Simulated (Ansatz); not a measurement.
# TiC: the cost of one run

Computed with Ansatz 0.2.0 (DFT PBE, scalar-relativistic, plane waves, PAW, unless a step's input says otherwise).

2 further runs of the same task are left out: 1 that didn't finish, 1 set aside as unsound or not needed.

### Step 1. The starting structure

Symmetry: Fm-3m, No. 225, cubic system. The conventional cell has a = 4.333 Å, b = 4.333 Å, c = 4.333 Å, α = 90.00°, β = 90.00°, γ = 90.00°. Ti (site symmetry m-3m) is surrounded by 6 C at 2.17 Å. C (site symmetry m-3m) is surrounded by 6 Ti at 2.17 Å.

Structure file:

```xyz
6
Lattice="3.0636 0.0000 0.0000 -1.5318 2.6532 0.0000 0.0000 0.0000 7.5058" Properties=species:S:1:pos:R:3 pbc="T T T"
Ti    0.0000    0.0000    0.0000
C     1.5318    0.8844    1.2510
Ti    0.0000    1.7688    2.5019
C     0.0000    0.0000    3.7529
Ti    1.5318    0.8844    5.0039
C     0.0000    1.7688    6.2548
```

This is a trial structure built by rule; it need not be a known or stable form of this composition.

This cell was relaxed beforehand with the same method: volume 10.17 Å³/atom, gap on the mesh none (metal).

### Step 2. Building the stacking ABCBCBCB

Close-packed layers are stacked in the order given (letters for the first element, the second between them) and fully relaxed; h and k in a name mark layers with hexagonal and cubic surroundings. Energies count from the base stacking, -1376.1361 eV an atom.

The cell holds 8 Ti, 8 C: a = 3.133 Å, b = 3.133 Å, c = 19.161 Å, α = 90.00°, β = 90.00°, γ = 120.00°.

### Step 3. Relaxing it

input.yaml reads:

```yaml
crystal:
  lattice:
    - [3.1327473697, 0.0, 0.0]
    - [-1.5663736849, 2.7130388058, 0.0]
    - [0.0, 0.0, 19.1607590471]
  atoms:
    - { symbol: Ti, position: [0.0, 0.0, 0.0] }
    - { symbol: C, position: [0.6666666667, 0.3333333333, 0.0633139623] }
    - { symbol: Ti, position: [0.3333333333, 0.6666666667, 0.1261241415] }
    - { symbol: C, position: [0.0, 0.0, 0.1902222883] }
    - { symbol: Ti, position: [0.6666666667, 0.3333333333, 0.2520206697] }
    - { symbol: C, position: [0.0, 0.0, 0.3157512411] }
    - { symbol: Ti, position: [0.3333333333, 0.6666666667, 0.3764745307] }
    - { symbol: C, position: [0.0, 0.0, 0.4390175621] }
    - { symbol: Ti, position: [0.6666666667, 0.3333333333, 0.5] }
    - { symbol: C, position: [0.0, 0.0, 0.5609824379] }
    - { symbol: Ti, position: [0.3333333333, 0.6666666667, 0.6235254693] }
    - { symbol: C, position: [0.0, 0.0, 0.6842487589] }
    - { symbol: Ti, position: [0.6666666667, 0.3333333333, 0.7479793303] }
    - { symbol: C, position: [0.0, 0.0, 0.8097777117] }
    - { symbol: Ti, position: [0.3333333333, 0.6666666667, 0.8738758585] }
    - { symbol: C, position: [0.6666666667, 0.3333333333, 0.9366860377] }
basis:
  ecutwfc: 420
kpoints:
  mp_grid: { grid: [21, 21, 6] }
hamiltonian:
  xc: pbe
scf:
  occupations: { method: gaussian, width: 0.1 }
output:
  forces: true
  stress: true
  eigenvalues: true
```

Launch:

```console
$ ansatz run input.yaml --threads 1 --pin off --max-ram 2560MiB --backend cpu --events-out ev --progress --plain --runs-dir out
```

**Question.** How long does this run take on 1 thread of AMD EPYC 7R43 (Zen 3), shared host, and how much memory does it need?

About 2.9 min, with a peak of 1.8 GiB.
